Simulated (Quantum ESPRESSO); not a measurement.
# BaTiO3 (P4mm) in Quantum ESPRESSO: a series of runs

The runs below take BaTiO3 through phonons, with revPBE, RPBE, vdW-DF-cx.

Program: Quantum ESPRESSO 7.5. These are calculated values, not measurements. Logs are shortened: lines on timing, memory, paths and dates and some standing lists are left out, and cuts for length are marked.

### Step 1. The crystal as given

It takes space group P4mm (No. 99, tetragonal). Conventional cell: a = 4.000 Å, b = 4.000 Å, c = 4.018 Å, α = 90.00°, β = 90.00°, γ = 90.00°. Ba (site symmetry 4mm) is surrounded by 12 O at 2.79 to 2.88 Å. Ti (site symmetry 4mm) has 6 O at 1.89 to 2.13 Å as nearest neighbours. O (site symmetry 2mm) has 2 Ti at 2.00 Å as nearest neighbours. Around O (site symmetry 4mm) lie 2 Ti at 1.89 to 2.13 Å.

### Step 2. Phonons, revPBE

pw.in reads:

```
&CONTROL
  calculation = 'scf'
  prefix = 'pwscf'
  outdir = './tmp'
  pseudo_dir = './pseudo'
  tprnfor = .true.
  tstress = .true.
  disk_io = 'low'
/
&SYSTEM
  ibrav = 0
  celldm(1) = 8
  nat = 5
  ntyp = 3
  ecutwfc = 45
  ecutrho = 360
  nbnd = 28
  input_dft = 'revpbe'
  occupations = 'smearing'
  smearing = 'fd'
  degauss = 0.00367493
/
&ELECTRONS
  conv_thr = 1d-09
  electron_maxstep = 120
  mixing_beta = 0.5
/
ATOMIC_SPECIES
Ba   137.3270 ba_pbe_v1.uspp.F.UPF
Ti    47.8670 ti_pbe_v1.4.uspp.F.UPF
O     15.9990 o_pbe_v1.2.uspp.F.UPF
CELL_PARAMETERS alat
  0.9448158191598   0.0000000000000   0.0000000000000
  0.0000000000000   0.9448158191598   0.0000000000000
  0.0000000000000   0.0000000000000   0.9491149460933
ATOMIC_POSITIONS crystal
Ba     0.0000000000    0.0000000000    0.0000000000
Ti     0.5000000000    0.5000000000    0.4900000000
O      0.0000000000    0.5000000000    0.5170000000
O      0.5000000000    0.0000000000    0.5170000000
O      0.5000000000    0.5000000000    0.0190000000
K_POINTS automatic
4 4 4 1 1 1
```

relax.in reads:

```
&CONTROL
  calculation = 'vc-relax'
  prefix = 'pwscf'
  outdir = './tmp'
  pseudo_dir = './pseudo'
  tprnfor = .true.
  tstress = .true.
  disk_io = 'low'
  nstep = 40
  forc_conv_thr = 0.0001
  etot_conv_thr = 1d-06
/
&SYSTEM
  ibrav = 0
  celldm(1) = 8
  nat = 5
  ntyp = 3
  ecutwfc = 45
  ecutrho = 360
  nbnd = 28
  input_dft = 'revpbe'
  occupations = 'smearing'
  smearing = 'fd'
  degauss = 0.00367493
/
&ELECTRONS
  conv_thr = 1d-09
  electron_maxstep = 120
  mixing_beta = 0.5
/
&IONS
  ion_dynamics = 'bfgs'
/
&CELL
  cell_dynamics = 'bfgs'
  press = 0
  press_conv_thr = 0.2
/
ATOMIC_SPECIES
Ba   137.3270 ba_pbe_v1.uspp.F.UPF
Ti    47.8670 ti_pbe_v1.4.uspp.F.UPF
O     15.9990 o_pbe_v1.2.uspp.F.UPF
CELL_PARAMETERS alat
  0.9448158191598   0.0000000000000   0.0000000000000
  0.0000000000000   0.9448158191598   0.0000000000000
  0.0000000000000   0.0000000000000   0.9491149460933
ATOMIC_POSITIONS crystal
Ba     0.0000000000    0.0000000000    0.0000000000
Ti     0.5000000000    0.5000000000    0.4900000000
O      0.0000000000    0.5000000000    0.5170000000
O      0.5000000000    0.0000000000    0.5170000000
O      0.5000000000    0.5000000000    0.0190000000
K_POINTS automatic
4 4 4 1 1 1
```

scf2.in reads:

```
&CONTROL
  calculation = 'scf'
  prefix = 'pwscf'
  outdir = './tmp'
  pseudo_dir = './pseudo'
  tprnfor = .true.
  tstress = .true.
  disk_io = 'low'
/
&SYSTEM
  ibrav = 0
  celldm(1) = 8
  nat = 5
  ntyp = 3
  ecutwfc = 45
  ecutrho = 360
  nbnd = 28
  input_dft = 'revpbe'
  occupations = 'fixed'
/
&ELECTRONS
  conv_thr = 1d-13
  electron_maxstep = 120
  mixing_beta = 0.5
  startingpot = 'file'
  startingwfc = 'file'
/
ATOMIC_SPECIES
Ba   137.3270 ba_pbe_v1.uspp.F.UPF
Ti    47.8670 ti_pbe_v1.4.uspp.F.UPF
O     15.9990 o_pbe_v1.2.uspp.F.UPF
CELL_PARAMETERS alat
  0.9438757928751   0.0000000000000   0.0000000000000
  0.0000000000000   0.9438757928751   0.0000000000000
  0.0000000000000   0.0000000000000   1.0289204783042
ATOMIC_POSITIONS crystal
Ba     0.0000000000    0.0000000000   -0.0197066484
Ti     0.5000000000    0.5000000000    0.4647818363
O      0.0000000000    0.5000000000    0.5226784383
O      0.5000000000    0.0000000000    0.5226784383
O      0.5000000000    0.5000000000    0.0525679356
K_POINTS automatic
4 4 4 1 1 1
```

ph.in reads:

```
phonons of BaTiO3
&INPUTPH
  prefix = 'pwscf'
  outdir = './tmp'
  tr2_ph = 1d-18
  fildyn = 'dyn'
  niter_ph = 90
  alpha_mix(1) = 0.7
  epsil = .true.
/
0.0000000000 0.0000000000 0.0000000000
```

dynmat.in reads:

```
&INPUT
  fildyn = 'dyn'
  asr = 'crystal'
  lperm = .true.
  filout = 'dynmat.disp'
  fileig = 'dynmat.eig'
/
```

dynmat_lo.in reads:

```
&INPUT
  fildyn = 'dyn'
  asr = 'crystal'
  filout = 'dynmat_lo.disp'
  fileig = 'dynmat_lo.eig'
  q(1) = 0
  q(2) = 0
  q(3) = 1
/
```

Potentials or basis: GBRV 1.5 PBE.

Command:

```sh
OMP_NUM_THREADS=1 mpirun -n 4 pw.x -nk 2 -in pw.in > pw.out
OMP_NUM_THREADS=1 mpirun -n 4 pw.x -nk 2 -in relax.in > relax.out
OMP_NUM_THREADS=1 mpirun -n 4 pw.x -nk 2 -in scf2.in > scf2.out
OMP_NUM_THREADS=1 mpirun -n 4 ph.x -nk 2 -in ph.in > ph.out
OMP_NUM_THREADS=1 mpirun -n 1 dynmat.x -in dynmat.in > dynmat.out
OMP_NUM_THREADS=1 mpirun -n 1 dynmat.x -in dynmat_lo.in > dynmat_lo.out
```

pw.out:

```text
This program is part of the open-source Quantum ESPRESSO suite
     for quantum simulation of materials; please cite
         "P. Giannozzi et al., J. Phys.:Condens. Matter 21 395502 (2009);
         "P. Giannozzi et al., J. Phys.:Condens. Matter 29 465901 (2017);
         "P. Giannozzi et al., J. Chem. Phys. 152 154105 (2020);
     in publications or presentations arising from this work. More details at

     IMPORTANT: XC functional enforced from input :
     Exchange-correlation= REVPBE
                           (   1   4   4   4   0   0   0)
     Any further DFT definition will be discarded
     Please, verify this is what you really want

     Message from routine setup:
     using ibrav=0 with symmetry is DISCOURAGED, use correct ibrav instead

     K-points division:     npool     =       2
     Subspace diagonalization in iterative solution of the eigenvalue problem:
     a serial algorithm will be used

     --------------------
     sticks:   dense  smooth     PW     G-vecs:    dense   smooth      PW
     Min         815     410    120                25030     8838    1400
     Max         818     411    121                25031     8839    1401
     Sum        1633     821    241                50061    17677    2801

     Using Slab Decomposition

     bravais-lattice index     =            0
     lattice parameter (alat)  =       8.0000  a.u.
     unit-cell volume          =     433.7935 (a.u.)^3
     number of atoms/cell      =            5
     number of atomic types    =            3
     number of electrons       =        40.00
     number of Kohn-Sham states=           28
     kinetic-energy cutoff     =      45.0000  Ry
     charge density cutoff     =     360.0000  Ry
     scf convergence threshold =      1.0E-09
     mixing beta               =       0.5000
     number of iterations used =            8  plain     mixing
     Exchange-correlation= REVPBE
                           (   1   4   4   4   0   0   0)

     celldm(1)=   8.000000  celldm(2)=   0.000000  celldm(3)=   0.000000
     celldm(4)=   0.000000  celldm(5)=   0.000000  celldm(6)=   0.000000

     crystal axes: (cart. coord. in units of alat)
               a(1) = (   0.944816   0.000000   0.000000 )
               a(2) = (   0.000000   0.944816   0.000000 )
               a(3) = (   0.000000   0.000000   0.949115 )

     reciprocal axes: (cart. coord. in units 2 pi/alat)
               b(1) = (  1.058407  0.000000  0.000000 )
               b(2) = (  0.000000  1.058407  0.000000 )
               b(3) = (  0.000000  0.000000  1.053613 )

     PseudoPot. # 1 for Ba read from file:
     ba_pbe_v1.uspp.F.UPF
     Pseudo is Ultrasoft + core correction, Zval = 10.0
     Generated by new atomic code, or converted to UPF format
     Using radial grid of  907 points,  7 beta functions with:
                l(1) =   0
                l(2) =   0
                l(3) =   1
                l(4) =   1
                l(5) =   2
                l(6) =   2
                l(7) =   3
     Q(r) pseudized with  6 coefficients,  rinner =    1.700   1.700   1.700
                                                       1.700   1.700   1.700
                                                       1.700

     PseudoPot. # 2 for Ti read from file:
     ti_pbe_v1.4.uspp.F.UPF
     Pseudo is Ultrasoft + core correction, Zval = 12.0
     Generated by new atomic code, or converted to UPF format
     Using radial grid of  851 points,  6 beta functions with:
                l(1) =   0
                l(2) =   0
                l(3) =   1
                l(4) =   1
                l(5) =   2
                l(6) =   2
     Q(r) pseudized with  6 coefficients,  rinner =    1.000   1.000   1.000
                                                       1.000   1.000

     PseudoPot. # 3 for O  read from file:
     o_pbe_v1.2.uspp.F.UPF
     Pseudo is Ultrasoft + core correction, Zval =  6.0
     Generated by new atomic code, or converted to UPF format
     Using radial grid of  737 points,  5 beta functions with:
                l(1) =   0
                l(2) =   0
                l(3) =   1
                l(4) =   1
                l(5) =   2
     Q(r) pseudized with  8 coefficients,  rinner =    0.900   0.900   0.900
                                                       0.900   0.900

     atomic species   valence    mass     pseudopotential
     Ba               10.00   137.32700     Ba( 1.00)
     Ti               12.00    47.86700     Ti( 1.00)
     O                 6.00    15.99900     O ( 1.00)

      8 Sym. Ops. (no inversion) found

   Cartesian axes

     site n.     atom                  positions (alat units)
         1        Ba     tau(   1) = (   0.0000000   0.0000000   0.0000000  )
         2        Ti     tau(   2) = (   0.4724079   0.4724079   0.4650663  )
         3        O      tau(   3) = (   0.0000000   0.4724079   0.4906924  )
         4        O      tau(   4) = (   0.4724079   0.0000000   0.4906924  )
         5        O      tau(   5) = (   0.4724079   0.4724079   0.0180332  )

     number of k points=     6  Fermi-Dirac smearing, width (Ry)=  0.0037
                       cart. coord. in units 2pi/alat
        k(    1) = (   0.1323009   0.1323009   0.1317016), wk =   0.2500000
        k(    2) = (   0.1323009   0.1323009   0.3951049), wk =   0.2500000
        k(    3) = (   0.1323009   0.3969028   0.1317016), wk =   0.5000000
        k(    4) = (   0.1323009   0.3969028   0.3951049), wk =   0.5000000
        k(    5) = (   0.3969028   0.3969028   0.1317016), wk =   0.2500000
        k(    6) = (   0.3969028   0.3969028   0.3951049), wk =   0.2500000

     Dense  grid:    50061 G-vectors     FFT dimensions: (  45,  45,  45)

     Smooth grid:    17677 G-vectors     FFT dimensions: (  36,  36,  36)

     Check: negative core charge=   -0.000007

     Initial potential from superposition of free atoms

     starting charge      38.9850, renormalised to      40.0000

     negative rho (up, down):  9.815E-02 0.000E+00
     Starting wfcs are   35 randomized atomic wfcs

     Self-consistent Calculation

     iteration #  1     ecut=    45.00 Ry     beta= 0.50
     Davidson diagonalization with overlap
     ethr =  1.00E-02,  avg # of iterations =  2.0

     negative rho (up, down):  9.319E-02 0.000E+00

     total energy              =    -286.88204944 Ry
     estimated scf accuracy    <       0.83736868 Ry

     iteration #  2     ecut=    45.00 Ry     beta= 0.50
     Davidson diagonalization with overlap
     ethr =  2.09E-03,  avg # of iterations =  2.0

     negative rho (up, down):  9.150E-02 0.000E+00

     total energy              =    -286.55964933 Ry
     estimated scf accuracy    <       3.93724546 Ry

     iteration #  3     ecut=    45.00 Ry     beta= 0.50
     Davidson diagonalization with overlap
     ethr =  2.09E-03,  avg # of iterations =  2.0

     negative rho (up, down):  8.997E-02 0.000E+00

     total energy              =    -287.23682490 Ry
     estimated scf accuracy    <       0.14019829 Ry

     iteration #  4     ecut=    45.00 Ry     beta= 0.50
     Davidson diagonalization with overlap
     ethr =  3.50E-04,  avg # of iterations =  1.0

     negative rho (up, down):  8.785E-02 0.000E+00

     total energy              =    -287.22920394 Ry
     estimated scf accuracy    <       0.04222737 Ry

     iteration #  5     ecut=    45.00 Ry     beta= 0.50
     Davidson diagonalization with overlap
     ethr =  1.06E-04,  avg # of iterations =  4.5

     negative rho (up, down):  8.776E-02 0.000E+00

     total energy              =    -287.23689030 Ry
     estimated scf accuracy    <       0.00106648 Ry
[... 19 lines left out ...]
     iteration #  8     ecut=    45.00 Ry     beta= 0.50
     Davidson diagonalization with overlap
     ethr =  6.25E-08,  avg # of iterations =  1.8

     negative rho (up, down):  8.768E-02 0.000E+00

     total energy              =    -287.23705416 Ry
     estimated scf accuracy    <       0.00000136 Ry

     iteration #  9     ecut=    45.00 Ry     beta= 0.50
     Davidson diagonalization with overlap
     ethr =  3.39E-09,  avg # of iterations =  2.0

     negative rho (up, down):  8.768E-02 0.000E+00

     total energy              =    -287.23705446 Ry
     estimated scf accuracy    <       0.00000004 Ry

     iteration # 10     ecut=    45.00 Ry     beta= 0.50
     Davidson diagonalization with overlap
     ethr =  1.01E-10,  avg # of iterations =  2.0

     negative rho (up, down):  8.768E-02 0.000E+00

     total energy              =    -287.23705448 Ry
     estimated scf accuracy    <       0.00000002 Ry

     iteration # 11     ecut=    45.00 Ry     beta= 0.50
     Davidson diagonalization with overlap
     ethr =  3.77E-11,  avg # of iterations =  1.0

     negative rho (up, down):  8.768E-02 0.000E+00

     End of self-consistent calculation

          k = 0.1323 0.1323 0.1317 (  2212 PWs)   bands (ev):

   -46.1330 -22.3775 -22.3466 -22.3462 -14.2512  -6.3771  -5.7336  -5.6728
     0.5274   0.5331   0.7724   7.6030   7.9480   7.9698   8.6822   8.6958
     9.2978   9.4388   9.9442   9.9673  12.8147  12.9332  12.9468  15.1395
    15.1873  16.4378  16.4912  18.5907

          k = 0.1323 0.1323 0.3951 (  2211 PWs)   bands (ev):

   -46.1326 -22.4112 -22.3450 -22.3447 -14.1784  -6.4127  -5.6343  -5.6084
     0.5440   0.6570   0.8866   6.6320   7.4943   7.7605   7.9465   8.2210
     9.0641   9.3097   9.5529   9.6157  12.9265  13.8458  13.8773  15.1258
    16.5971  17.5979  18.0606  19.1902

          k = 0.1323 0.3969 0.1317 (  2205 PWs)   bands (ev):

   -46.1325 -22.3816 -22.3758 -22.3448 -14.1754  -6.4498  -5.6785  -5.5201
     0.5507   0.6503   0.8800   6.6794   7.5407   7.7672   7.9289   8.2247
     8.9218   9.3258   9.5121   9.6179  13.0027  13.8238  13.8529  15.1556
    16.5114  17.6351  18.0595  19.1953

          k = 0.1323 0.3969 0.3951 (  2216 PWs)   bands (ev):

   -46.1321 -22.4090 -22.3794 -22.3433 -14.1211  -6.1130  -5.6843  -5.5789
     0.4187   0.4668   0.7998   6.4517   6.8095   7.0219   7.7995   7.9989
     8.5676   9.4139   9.6562  10.1562  13.8804  13.9429  14.2343  15.7419
    17.5822  18.2801  18.7624  19.3653

          k = 0.3969 0.3969 0.1317 (  2212 PWs)   bands (ev):

   -46.1320 -22.3796 -22.3792 -22.3743 -14.1185  -6.1608  -5.6223  -5.5841
     0.4081   0.4577   0.7984   6.4540   6.9028   6.9841   7.8484   7.9974
     8.5042   9.3637   9.5784  10.2359  13.8724  13.9414  14.2408  15.6657
    17.6099  18.2911  18.7952  19.3304

          k = 0.3969 0.3969 0.3951 (  2221 PWs)   bands (ev):

   -46.1316 -22.4071 -22.3777 -22.3775 -14.0715  -5.7746  -5.5694  -5.5186
     0.0187   0.0305   0.3119   6.3582   6.8867   6.9070   7.6321   8.0449
     8.0579  10.0397  10.0749  10.2429  14.3746  14.3910  14.4118  17.3233
    17.4724  18.0678  18.1526  18.2786

     the Fermi energy is    11.5530 ev

!    total energy              =    -287.23705448 Ry
     estimated scf accuracy    <          2.7E-10 Ry
     smearing contrib. (-TS)   =      -0.00000000 Ry
     internal energy E=F+TS    =    -287.23705448 Ry

     The total energy is F=E-TS. E is the sum of the following terms:
     one-electron contribution =     -72.57759477 Ry
     hartree contribution      =      60.43864773 Ry
     xc contribution           =     -68.09814699 Ry
     ewald contribution        =    -206.99996045 Ry

     convergence has been achieved in  11 iterations

     negative rho (up, down):  8.768E-02 0.000E+00

     Forces acting on atoms (cartesian axes, Ry/au):

     atom    1 type  1   force =     0.00000000    0.00000000    0.00283363
     atom    2 type  2   force =     0.00000000    0.00000000   -0.00293695
     atom    3 type  3   force =     0.00000000    0.00000000   -0.00542399
     atom    4 type  3   force =     0.00000000    0.00000000   -0.00542399
     atom    5 type  3   force =     0.00000000    0.00000000    0.01095129

     Total force =     0.013979     Total SCF correction =     0.000010

     Computing stress (Cartesian axis) and pressure

     negative rho (up, down):  8.768E-02 0.000E+00
          total   stress  (Ry/bohr**3)                   (kbar)     P=       62.06
   0.00040397   0.00000000   0.00000000           59.43        0.00        0.00
   0.00000000   0.00040397   0.00000000            0.00       59.43        0.00
   0.00000000   0.00000000   0.00045772            0.00        0.00       67.33

=------------------------------------------------------------------------------=
   JOB DONE.
=------------------------------------------------------------------------------=
```

Run time: 7.5 min. Hardware: 4 MPI ranks of Intel Xeon Platinum 8259CL at 2.50GHz (Skylake/Cascade Lake), shared host; peak memory 0.68 GiB.

What came out:

```yaml
Free_energy: -3908.1743 eV
Relaxed_volume: 13.91 Å³/atom
Relaxed_cell: a = 3.996 Å, b = 3.996 Å, c = 4.356 Å, α = 90.00°, β = 90.00°, γ = 90.00°
Space_group_after_relaxing_to_0.05_Å: P4mm (No. 99)
Pressure_after_relaxing: 0.0 GPa
Electronic_dielectric_tensor_diagonal: 5.99, 5.99, 4.76
Born_charges_mean_of_the_diagonal: Ba +2.79; Ti +5.89; O -3.12, -2.45 e
Highest_phonon_frequency_at_Γ_LO-TO_splitting_left_out: 618 cm⁻¹
Most_unstable_mode: 129i cm⁻¹
```

The path:
| step | energy change (eV) | largest force (eV/Å) | pressure (GPa) | volume (Å³) |
| --- | --- | --- | --- | --- |
| 1 | 0.0000 | 0.2816 | 6.21 | 64.28 |
| 2 | -0.0490 | 0.4180 | 1.07 | 66.34 |
| 3 | -0.0582 | 0.3928 | -0.13 | 66.98 |
| 4 | -0.0655 | 0.3335 | -0.57 | 67.34 |
| 5 | -0.0750 | 0.2609 | -0.76 | 67.74 |
| 6 | -0.0844 | 0.1209 | -0.58 | 68.26 |
| 7 | -0.0899 | 0.1978 | -0.32 | 68.47 |
| 8 | -0.0983 | 0.1842 | 0.04 | 68.61 |
| 9 | -0.1048 | 0.1696 | 0.35 | 68.75 |
| 10 | -0.1066 | 0.1613 | 0.29 | 68.92 |
| 11 | -0.1091 | 0.1322 | 0.08 | 69.22 |
| 12 | -0.1113 | 0.0785 | -0.16 | 69.57 |
| 13 | -0.1118 | 0.0546 | -0.15 | 69.64 |
| 14 | -0.1120 | 0.0178 | -0.07 | 69.61 |
| 15 | -0.1121 | 0.0037 | -0.01 | 69.56 |
| 16 | -0.1121 | 0.0021 | 0.00 | 69.55 |

Final structure:
```
Ba Ti O
1.0
     3.99582    0.00000    0.00000
     0.00000    3.99582    0.00000
     0.00000    0.00000    4.35585
Ba Ti O
1 1 3
Direct
  0.00000 0.00000 0.98029
  0.50000 0.50000 0.46478
  0.00000 0.50000 0.52268
  0.50000 0.00000 0.52268
  0.50000 0.50000 0.05257
```

Phonon frequencies in cm⁻¹ (negative: imaginary):
```tsv
q point	frequencies
(0.000, 0.000, 0.000)	-129 -129 -8 -8 -7 133 152 152 252 291 291 380 442 442 618
```

Electronic dielectric tensor:
```
5.99 0.00 0.00
0.00 5.99 0.00
0.00 0.00 4.76
```

Born effective charge tensors (e):
atom 1, Ba
```
2.69 0.00 0.00
0.00 2.69 0.00
0.00 0.00 2.99
```
atom 2, Ti
```
6.67 0.00 0.00
0.00 6.67 0.00
0.00 0.00 4.33
```
atom 3, O
```
-5.50  0.00  0.00
 0.00 -2.06  0.00
 0.00  0.00 -1.82
```
atom 4, O
```
-2.06  0.00  0.00
 0.00 -5.50  0.00
 0.00  0.00 -1.82
```
atom 5, O
```
-1.84  0.00  0.00
 0.00 -1.84  0.00
 0.00  0.00 -3.65
```

Optical modes at Γ, degenerate ones joined, polar ones without the macroscopic field:
| cm⁻¹ | components | symmetry | active in | IR intensity, summed ((D/Å)²/amu) |
| --- | --- | --- | --- | --- |
| 129i | 2 | E | IR and Raman | 141.07 |
| 133 | 1 | A1 | IR and Raman | 5.87 |
| 152 | 2 | E | IR and Raman | 5.21 |
| 252 | 1 | B1 | Raman | 0.00 |
| 291 | 2 | E | IR and Raman | 3.47 |
| 380 | 1 | A1 | IR and Raman | 12.82 |
| 442 | 2 | E | IR and Raman | 4.53 |
| 618 | 1 | A1 | IR and Raman | 20.71 |

Zone-centre frequencies without and with the macroscopic field along z (cm⁻¹):
|  | optical modes in rising order |
| --- | --- |
| without | 129i 129i 133 152 152 252 291 291 380 442 442 618 |
| with the field | 129i 129i 152 152 188 252 291 291 442 442 446 751 |

Caveat: the potentials were made for another functional, which shifts forces and pressure; some modes are imaginary. The run has no spin-orbit coupling, so splittings on Ba are missing.

(Continued in part 2 of 3.)
